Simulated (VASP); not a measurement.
# Na (Im-3m) in VASP: a series of runs

Aim: see how the results for Na move with the level of theory and the settings. Levels: PBE, PBEsol. Tasks: relaxation of cell and atoms.

All numbers are computed with VASP 6.6.1; they aren't measurements. Logs are shortened: lines on timing, memory, paths and dates and some standing lists are left out, and cuts for length are marked.

**1. The crystal as given**

It takes space group Im-3m (No. 229, cubic). Conventional cell: a = 4.282 Å, b = 4.282 Å, c = 4.282 Å, α = 90.00°, β = 90.00°, γ = 90.00°. Na (site symmetry m-3m) is surrounded by 8 Na at 3.71 Å.

**2. Relaxation of cell and atoms, PBE**

INCAR reads:

```
SYSTEM = Na
  PREC = Accurate
  ENCUT = 600
  EDIFF = 1E-6
  ISMEAR = 1
  SIGMA = 0.1
  LREAL = .False.
  LASPH = .True.
  NELM = 80
  ALGO = Normal
  ISIF = 3
  LWAVE = .False.
  LCHARG = .False.
  GGA = PE
  IBRION = 2
  NSW = 90
  EDIFFG = -0.01
```

KPOINTS reads:

```
Automatic mesh
0
Gamma
  14 14 14
  0 0 0
```

POSCAR reads:

```
Na
1.0
   -2.1410000000      2.1410000000      2.1410000000
    2.1410000000     -2.1410000000      2.1410000000
    2.1410000000      2.1410000000     -2.1410000000
Na
1
Direct
    0.0000000000      0.0000000000      0.0000000000
```

Potentials or basis: VASP PAW PBE potentials, release 64 (Na_pv).

Command:

```bash
$ cat potpaw_PBE.64/Na_pv/POTCAR > POTCAR
$ mpirun -np 1 vasp_std > vasp.out
```

OUTCAR:

```text
SYSTEM = Na
   PREC = Accurate
   ENCUT = 600
   EDIFF = 1E-6
   ISMEAR = 1
   LREAL = .False.
   LASPH = .True.
   NELM = 80
   ISIF = 3
   GGA = PE
   IBRION = 2
   NSW = 90
   EDIFFG = -0.01

 ion  position               nearest neighbor table
   1  0.000  0.000  0.000-

  LATTYP: Found a body centered cubic cell.
 ALAT       =     4.2820000000

  Lattice vectors:

 A1 = (  -2.1410000000,   2.1410000000,   2.1410000000)
 A2 = (   2.1410000000,  -2.1410000000,   2.1410000000)
 A3 = (   2.1410000000,   2.1410000000,  -2.1410000000)

Analysis of symmetry for initial positions (statically):
=====================================================================
 Subroutine PRICEL returns:
 Original cell was already a primitive cell.

 Routine SETGRP: Setting up the symmetry group for a
 body centered cubic supercell.

 Subroutine GETGRP returns: Found 48 space group operations
 (whereof 48 operations were pure point group operations)
 out of a pool of 48 trial point group operations.

The static configuration has the point symmetry O_h .

Analysis of symmetry for dynamics (positions and initial velocities):
=====================================================================
 Subroutine PRICEL returns:
 Original cell was already a primitive cell.

 Routine SETGRP: Setting up the symmetry group for a
 body centered cubic supercell.

 Subroutine GETGRP returns: Found 48 space group operations
 (whereof 48 operations were pure point group operations)
 out of a pool of 48 trial point group operations.

The dynamic configuration has the point symmetry O_h .

 Subroutine INISYM returns: Found 48 space group operations
 (whereof 48 operations are pure point group operations),
 and found     1 'primitive' translations

----------------------------------------------------------------------------------------

                                     Primitive cell

  volume of cell :      39.2564

  direct lattice vectors                    reciprocal lattice vectors
    -2.141000000  2.141000000  2.141000000     0.000000000  0.233535731  0.233535731
     2.141000000 -2.141000000  2.141000000     0.233535731  0.000000000  0.233535731
     2.141000000  2.141000000 -2.141000000     0.233535731  0.233535731  0.000000000

  length of vectors
     3.708320779  3.708320779  3.708320779     0.330269398  0.330269398  0.330269398

  position of ions in fractional coordinates (direct lattice)
     0.000000000  0.000000000  0.000000000

  ion indices of the primitive-cell ions
   primitive index   ion index
                 1           1

----------------------------------------------------------------------------------------

 KPOINTS: Automatic mesh

Automatic generation of k-mesh.
 Grid dimensions read from file:
 generate k-points for:   14   14   14

 Generating k-lattice:

  Cartesian coordinates                     Fractional coordinates (reciprocal lattice)
     0.000000000  0.016681124  0.016681124     0.071428571  0.000000000  0.000000000
     0.016681124  0.000000000  0.016681124     0.000000000  0.071428571  0.000000000
     0.016681124  0.016681124  0.000000000     0.000000000  0.000000000  0.071428571

  Length of vectors
     0.023590671  0.023590671  0.023590671

  Shift w.r.t. Gamma in fractional coordinates (k-lattice)
     0.000000000  0.000000000  0.000000000

 Subroutine IBZKPT returns following result:
 ===========================================

 Found    104 irreducible k-points:

 Following reciprocal coordinates:
            Coordinates               Weight
  0.000000  0.000000  0.000000      1.000000
  0.071429  0.000000  0.000000     12.000000
  0.142857  0.000000  0.000000     12.000000
  0.214286  0.000000  0.000000     12.000000
  0.285714  0.000000  0.000000     12.000000
  0.357143  0.000000  0.000000     12.000000
[... 16 lines left out ...]
  0.285714  0.285714  0.000000     24.000000
  0.357143  0.285714  0.000000     24.000000
 [... further k-points ...]
   k-points           NKPTS =    104   k-points in BZ     NKDIM =    104   number of bands    NBANDS=      7
   number of dos      NEDOS =    301   number of ions     NIONS =      1
   total plane-waves  NPLWV =  27000
   dimension x,y,z NGX =    30 NGY =   30 NGZ =   30
   dimension x,y,z NGXF=    60 NGYF=   60 NGZF=   60
   ions per type =               1
   NGX,Y,Z   is equivalent  to a cutoff of  13.45, 13.45, 13.45 a.u.
   NGXF,Y,Z  is equivalent  to a cutoff of  26.90, 26.90, 26.90 a.u.
 SYSTEM =  Na
   PREC   = accura    normal or accurate (medium, high low for compatibility)
   ISTART =      0    job   : 0-new  1-cont  2-samecut
   ICHARG =      2    charge: 1-file 2-atom 10-const
   ISPIN  =      1    spin polarized calculation?
   LNONCOLLINEAR =      F non collinear calculations
   LSORBIT =      F    spin-orbit coupling
   LASPH  =      T    aspherical Exc in radial PAW
   ENCUT  =  600.0 eV  44.10 Ry    6.64 a.u.   7.41  7.41  7.41*2*pi/ulx,y,z
   NELM   =     80;   NELMIN=  2; NELMDL= -5     # of ELM steps
   EDIFF  = 0.1E-05   stopping-criterion for ELM
   LREAL  =      F    real-space projection
   EDIFFG = -.1E-01   stopping-criterion for IOM
   NSW    =     90    number of steps for IOM
   IBRION =      2    ionic relax: 0-MD 1-quasi-New 2-CG
   NFREE  =      1    steps in history (QN), initial steepest desc. (CG)
   ISIF   =      3    stress and relaxation
   ISYM   =      2    0-nonsym 1-usesym 2-fastsym
   POTIM  = 0.5000    time-step for ionic-motion
   TEBEG  =    0.0;   TEEND  =   0.0 temperature during run
   PSTRESS=    0.0 pullay stress
   NELECT =       7.0000    total number of electrons
   NUPDOWN=      -1.0000    fix difference up-down
   EMIN   =  10.00;   EMAX   =-10.00  energy-range for DOS
   EFERMI =   0.00;   METHOD = LEGACY
   ISMEAR =     1;   SIGMA  =   0.10  broadening in eV -4-tet -1-fermi 0-gaus
   EFERMI_NEDOS =   21; number of points for ismear=-14 and -15
   IALGO  =     38    algorithm
   IMIX   =      4    mixing-type and parameters
     AMIX     =   0.40;   BMIX     =  1.00
     AMIX_MAG =   1.60;   BMIX_MAG =  1.00
  volume/ion in A,a.u.               =      39.26       264.91
  Fermi-wavevector in a.u.,A,eV,Ry     =   0.921448  1.741284 11.552251  0.849066
  Thomas-Fermi vector in A             =   2.046866
   LORBIT       =      0    0 simple, 1 ext, 2 COOP (PROOUT), +10 PAW based schemes
   GGA     = PE    functional components
   LHFCALC =     F    Hartree Fock is set to
   AEXX    =    0.0000 exact exchange contribution
   IVDW    =     0    specifies the selected vdW correction
   LEPSILON=     F    determine dielectric tensor
   LRPA    =     F    only Hartree local field effects (RPA)
 conjugate gradient relaxation of ions
 non-spin polarized calculation
 Methfessel and Paxton  Order N= 1 SIGMA  =   0.10
  energy-cutoff  :      600.00
  volume of cell :       39.26
 maximum number of plane-waves:      1326
 NGX is ok and might be reduce to    30
   NGX = 15   NGY = 15   NGZ = 15

--------------------------------------- Ionic step        1  -------------------------------------------

 number of electron       7.0000007 magnetization

 Free energy of the ion-electron system (eV)
  ---------------------------------------------------
  ext. energy  EPLUGINS =         0.00000000
  ---------------------------------------------------
  free energy    TOTEN  =        -1.30751867 eV

  energy without entropy =       -1.30685145  energy(sigma->0) =       -1.30729626

------------------------ aborting loop because EDIFF is reached ----------------------------------------

  FORCE on cell =-STRESS in cart. coord.  units (eV):
  Direction    XX          YY          ZZ          XY          YZ          ZX
  --------------------------------------------------------------------------------------
  -------------------------------------------------------------------------------------
  Total       -0.1059894     -0.1059894     -0.1059894      0.0000000      0.0000000     -0.0000000
  in kB       -4.3257652     -4.3257652     -4.3257652      0.0000000      0.0000000     -0.0000000
  external PRESSURE =      -4.3257652 kB  Pullay stress =       0.0000000 kB

 VOLUME and BASIS-vectors are now :
 -----------------------------------------------------------------------------
  energy-cutoff  :      600.00
  volume of cell :       39.26
      direct lattice vectors                 reciprocal lattice vectors
    -2.141000000  2.141000000  2.141000000     0.000000000  0.233535731  0.233535731
     2.141000000 -2.141000000  2.141000000     0.233535731  0.000000000  0.233535731
     2.141000000  2.141000000 -2.141000000     0.233535731  0.233535731  0.000000000
[... 36 lines left out ...]
 POSITION                                       TOTAL-FORCE (eV/Angst)
 -----------------------------------------------------------------------------------
      0.00000      0.00000      0.00000        -0.000000     -0.000000     -0.000000
 -----------------------------------------------------------------------------------
    total drift:                               -0.000000     -0.000000      0.000000

  FREE ENERGIE OF THE ION-ELECTRON SYSTEM (eV)
  ---------------------------------------------------
  free  energy   TOTEN  =        -1.3089154270 eV

  energy  without entropy=       -1.3082457376  energy(sigma->0) =       -1.30869220

--------------------------------------- Ionic step        3  -------------------------------------------

 number of electron       6.9999992 magnetization

 Free energy of the ion-electron system (eV)
  ---------------------------------------------------
  ext. energy  EPLUGINS =         0.00000000
  ---------------------------------------------------
  free energy    TOTEN  =        -1.31071656 eV

  energy without entropy =       -1.31003923  energy(sigma->0) =       -1.31049078

 E-fermi :   0.3116     XC(G=0):  -6.5143

 val. band max:        0.2914190192   @ k =  -0.3571   0.4286   0.1429
 cond. band min:       0.3724833913   @ k =   0.3571   0.0714   0.0714
 fundamental gap:      0.0810643721
 Fermi energy:         0.3116490283

 k-point     1 :       0.0000    0.0000    0.0000
  band No.  band energies     occupation
      1     -24.5557      2.00000
      2     -24.5557      2.00000
      3     -24.5557      2.00000
      4      -2.9454      2.00000
      5      12.1056      0.00000
      6      12.1056      0.00000
      7      12.1056      0.00000

 k-point     2 :       0.0714    0.0000    0.0000
  band No.  band energies     occupation
      1     -24.5576      2.00000
      2     -24.5563      2.00000
      3     -24.5557      2.00000
      4      -2.8551      2.00000
      5      10.9118      0.00000
      6      11.5252      0.00000
      7      11.7551      0.00000
[... 201 lines left out ...]
 k-point    23 :       0.2857    0.2857    0.0000
  band No.  band energies     occupation
      1     -24.5847      2.00000
      2     -24.5750      2.00000
      3     -24.5600      2.00000
      4       1.2028     -0.00000
      5       3.2664      0.00000
      6       4.0458      0.00000
      7       8.4515      0.00000

 k-point    24 :       0.3571    0.2857    0.0000
  band No.  band energies     occupation
      1     -24.5833      2.00000
      2     -24.5777      2.00000
      3     -24.5602      2.00000
      4       2.0601     -0.00000
      5       2.4732      0.00000
      6       3.7492      0.00000
      7       8.3698      0.00000

 [... further k-points ...]
[... 5 lines left out ...]
  --------------------------------------------------------------------------------------
  -------------------------------------------------------------------------------------
  Total        0.0000867      0.0000867      0.0000867     -0.0000000      0.0000000     -0.0000000
  in kB        0.0037657      0.0037657      0.0037657     -0.0000000      0.0000000     -0.0000000
  external PRESSURE =       0.0037657 kB  Pullay stress =       0.0000000 kB

 VOLUME and BASIS-vectors are now :
 -----------------------------------------------------------------------------
  energy-cutoff  :      600.00
  volume of cell :       36.90
      direct lattice vectors                 reciprocal lattice vectors
    -2.097238982  2.097238982  2.097238982     0.000000000  0.238408691  0.238408691
     2.097238982 -2.097238982  2.097238982     0.238408691  0.000000000  0.238408691
     2.097238982  2.097238982 -2.097238982     0.238408691  0.238408691  0.000000000

 POSITION                                       TOTAL-FORCE (eV/Angst)
 -----------------------------------------------------------------------------------
      0.00000      0.00000      0.00000        -0.000000      0.000000      0.000000
 -----------------------------------------------------------------------------------
    total drift:                               -0.000000     -0.000000      0.000000

  FREE ENERGIE OF THE ION-ELECTRON SYSTEM (eV)
  ---------------------------------------------------
  free  energy   TOTEN  =        -1.3107165605 eV

  energy  without entropy=       -1.3100392293  energy(sigma->0) =       -1.31049078

 reached required accuracy - stopping structural energy minimisation
```

Run time: 25 s. Hardware: 1 thread of Intel Xeon Platinum 8488C (Sapphire Rapids), shared host; peak memory 0.17 GiB.

What came out:

- Free energy: -1.3107 eV
- Relaxed volume: 36.90 Å³/atom
- Relaxed cell: a = 3.633 Å, b = 3.633 Å, c = 3.633 Å, α = 109.47°, β = 109.47°, γ = 109.47°
- Space group after relaxing (to 0.05 Å): Im-3m (No. 229)
- Energy gained by relaxing: 3.2 meV/atom
- Ionic steps: 3
- Pressure after relaxing: 0.0 GPa
- Band gap on the k mesh: none (metal or under the smearing width)

Step by step:
| step | energy change (eV) | largest force (eV/Å) | pressure (GPa) | volume (Å³) |
| --- | --- | --- | --- | --- |
| 1 | 0.0000 | 0.0000 | -0.43 | 39.26 |
| 2 | -0.0014 | 0.0000 | -0.33 | 38.66 |
| 3 | -0.0032 | 0.0000 | 0.00 | 36.90 |

Final structure:
```
CELL_PARAMETERS angstrom
-2.09724 2.09724 2.09724
2.09724 -2.09724 2.09724
2.09724 2.09724 -2.09724
ATOMIC_POSITIONS crystal
Na 0.00000 0.00000 0.00000
```

Levels at points of the mesh, in eV from the Fermi level:
```csv
k point,band 1,band 2,band 3,band 4,band 5,band 6,band 7
"(0.00, 0.00, 0.00)",-24.87,-24.87,-24.87,-3.26,11.79,11.79,11.79
"(0.50, 0.00, 0.00)",-24.90,-24.88,-24.87,0.79,1.25,8.26,9.22
"(0.50, 0.50, 0.50)",-24.89,-24.89,-24.89,4.56,4.56,4.94,4.94
```

**3. Relaxation of cell and atoms, PBE**

This run uses another cell than the first one, of 36.90 Å³/atom, 0.940 times its volume.

INCAR: that of step 2 with these lines changed.

```diff
@@ -3,3 +3,3 @@
   ENCUT = 600
-  EDIFF = 1E-6
+  EDIFF = 1E-7
   ISMEAR = 1
@@ -16,2 +16,2 @@
   NSW = 90
-  EDIFFG = -0.01
+  EDIFFG = -0.005
```

KPOINTS is that of step 2.

POSCAR reads:

```
Na                                      
1.0
   -2.0972389817      2.0972389817      2.0972389817
    2.0972389817     -2.0972389817      2.0972389817
    2.0972389817      2.0972389817     -2.0972389817
  Na            
     1
Direct
     0.0000000000000000    0.0000000000000000    0.0000000000000000
```

Potentials or basis: VASP PAW PBE potentials, release 64 (Na_pv).

Command:

```bash
$ cat potpaw_PBE.64/Na_pv/POTCAR > POTCAR
$ mpirun -np 1 vasp_std > vasp.out
```

OUTCAR:

```text
SYSTEM = Na
   PREC = Accurate
   ENCUT = 600
   EDIFF = 1E-7
   ISMEAR = 1
   LREAL = .False.
   LASPH = .True.
   NELM = 80
   ISIF = 3
   GGA = PE
   IBRION = 2
   NSW = 90
   EDIFFG = -0.005

 ion  position               nearest neighbor table
   1  0.000  0.000  0.000-

  LATTYP: Found a body centered cubic cell.
 ALAT       =     4.1944779634

  Lattice vectors:

 A1 = (  -2.0972389817,   2.0972389817,   2.0972389817)
 A2 = (   2.0972389817,  -2.0972389817,   2.0972389817)
 A3 = (   2.0972389817,   2.0972389817,  -2.0972389817)
[... 415 lines left out ...]
      1     -24.5830      2.00000
      2     -24.5775      2.00000
      3     -24.5599      2.00000
      4       2.0601     -0.00000
      5       2.4732      0.00000
      6       3.7492      0.00000
      7       8.3699      0.00000

 [... further k-points ...]
[... 5 lines left out ...]
  --------------------------------------------------------------------------------------
  -------------------------------------------------------------------------------------
  Total        0.0029402      0.0029402      0.0029402      0.0000000     -0.0000000      0.0000000
  in kB        0.1276686      0.1276686      0.1276686      0.0000000     -0.0000000      0.0000000
  external PRESSURE =       0.1276686 kB  Pullay stress =       0.0000000 kB

 VOLUME and BASIS-vectors are now :
 -----------------------------------------------------------------------------
  energy-cutoff  :      600.00
  volume of cell :       36.90
      direct lattice vectors                 reciprocal lattice vectors
    -2.097238982  2.097238982  2.097238982     0.000000000  0.238408691  0.238408691
     2.097238982 -2.097238982  2.097238982     0.238408691  0.000000000  0.238408691
     2.097238982  2.097238982 -2.097238982     0.238408691  0.238408691  0.000000000

 POSITION                                       TOTAL-FORCE (eV/Angst)
 -----------------------------------------------------------------------------------
      0.00000      0.00000      0.00000         0.000000      0.000000     -0.000000
 -----------------------------------------------------------------------------------
    total drift:                               -0.000000     -0.000000      0.000000

  FREE ENERGIE OF THE ION-ELECTRON SYSTEM (eV)
  ---------------------------------------------------
  free  energy   TOTEN  =        -1.3105820383 eV

  energy  without entropy=       -1.3099046959  energy(sigma->0) =       -1.31035626

 reached required accuracy - stopping structural energy minimisation
```

OSZICAR:

```text
N       E                     dE             d eps       ncg     rms          rms(c)
DAV:   1     0.213857307489E+02    0.21386E+02   -0.40942E+03  1463   0.913E+02
DAV:   2    -0.868444083158E+00   -0.22254E+02   -0.22250E+02  1498   0.142E+02
DAV:   3    -0.130766313638E+01   -0.43922E+00   -0.43921E+00  1904   0.285E+01
DAV:   4    -0.131122516351E+01   -0.35620E-02   -0.35620E-02  1757   0.230E+00
DAV:   5    -0.131127420151E+01   -0.49038E-04   -0.49038E-04  1897   0.232E-01    0.205E-01
DAV:   6    -0.131086187196E+01    0.41233E-03   -0.54705E-04  1736   0.376E-01    0.138E-01
DAV:   7    -0.131058891550E+01    0.27296E-03   -0.11312E-03  1673   0.461E-01    0.161E-02
DAV:   8    -0.131058167585E+01    0.72397E-05   -0.50648E-05  1834   0.161E-01    0.219E-03
DAV:   9    -0.131058197078E+01   -0.29493E-06   -0.18369E-07  1659   0.571E-03    0.103E-03
DAV:  10    -0.131058203826E+01   -0.67480E-07   -0.64770E-08  1582   0.304E-03
   1 F= -.13105820E+01 E0= -.13103563E+01  d E =-.131058E+01
```

CONTCAR:

```text
Na
   1.00000000000000
    -2.0972389816999999    2.0972389816999999    2.0972389816999999
     2.0972389816999999   -2.0972389816999999    2.0972389816999999
     2.0972389816999999    2.0972389816999999   -2.0972389816999999
  Na
     1
Direct
     0.0000000000000000    0.0000000000000000    0.0000000000000000

  0.00000000E+00  0.00000000E+00  0.00000000E+00
```

Run time: 12 s. Hardware: 1 thread of Intel Xeon Platinum 8488C (Sapphire Rapids), shared host; peak memory 0.17 GiB.

Results:

```yaml
Free_energy: -1.3106 eV
Pressure_after_relaxing: 0.0 GPa
Band_gap_on_the_k_mesh: none (metal or under the smearing width)
```

Final structure:
```
CELL_PARAMETERS angstrom
-2.09724 2.09724 2.09724
2.09724 -2.09724 2.09724
2.09724 2.09724 -2.09724
ATOMIC_POSITIONS crystal
Na 0.00000 0.00000 0.00000
```

Caveat: the relaxation stopped at its first step, so nothing moved.

[end of part 1 of 2]
